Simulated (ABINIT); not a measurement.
MoS2:

```
Mo S
1.0
     1.58000    0.91221    6.15000
    -1.58000    0.91221    6.15000
     0.00000   -1.82443    6.15000
Mo S
1 2
Direct
  0.00000 0.00000 0.00000
  0.41700 0.41700 0.41700
  0.25000 0.25000 0.25000
```

Measurements of this composition are mostly on another form, of space group No. 194.

Base run:

| Property | Result |
| --- | --- |
| Program | ABINIT 10.8.3 (patched build) |
| Functional | PBE |
| Potentials or basis | PseudoDojo NC SR PBE v0.5 stringent |
| Cutoff | 980 eV |
| k mesh | 8 × 8 × 8 |
| Occupations | fermi-dirac, width 0.05 eV |
| Spin | no spin polarisation |

Its results: band gap on the k mesh 1.03 eV, indirect (least direct gap 2.02 eV); pressure 5.3 GPa; largest force 0.532 eV/Å.

Question: The run is repeated on the same cell with these changes: functional from PBE to LDA; potentials or basis from PseudoDojo NC SR PBE v0.5 stringent to PseudoDojo NC SR LDA v0.4.1 standard; cutoff from 980 eV to 952 eV. What comes out?

Answer: Band gap on the k mesh 0.96 eV, indirect (least direct gap 2.02 eV); pressure -2.6 GPa; largest force 0.092 eV/Å.

A k mesh can miss the band edges.
